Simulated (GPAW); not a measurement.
Au:

```
CELL_PARAMETERS angstrom
0.00000 2.03500 2.03500
2.03500 0.00000 2.03500
2.03500 2.03500 0.00000
ATOMIC_POSITIONS crystal
Au 0.00000 0.00000 0.00000
```

* Program: GPAW 26.7.0
* Task: relaxation of cell and atoms
* Functional: PBE
* Dispersion: D4
* Potentials or basis: GPAW PAW data sets (gpaw-data 1.2.1)
* Cutoff: 600 eV
* Basis: pw
* k mesh: 11 × 11 × 11
* Occupations: fermi-dirac, width 0.05 eV
* Spin: no spin polarisation

At the start: pressure 7.3 GPa; volume 16.85 Å³/atom.

Where does the relaxation end?

Over 3 steps the energy falls by 15.4 meV/atom and the volume is 17.53 Å³/atom (+4.0 %); space group Fm-3m (No. 225, to 0.05 Å).

The path:
| step | energy change (eV) | largest force (eV/Å) | pressure (GPa) | volume (Å³) |
| --- | --- | --- | --- | --- |
| 1 | 0.0000 | 0.0000 | 7.28 | 16.85 |
| 2 | -0.0149 | 0.0000 | 1.19 | 17.42 |
| 3 | -0.0154 | 0.0000 | 0.09 | 17.53 |

Final structure:
```
Au
1.0
     0.00000    2.06197    2.06197
     2.06197    0.00000    2.06197
     2.06197    2.06197    0.00000
Au
1
Direct
  0.00000 0.00000 0.00000
```

Caveat: with this Au data set, volumes or pressures lay over 1.5 % or 2 GPa off other programs in two to four cells of ten; later steps reuse the first step's grids; pairwise dispersion overbinds metals, which lowers pressure and volume.
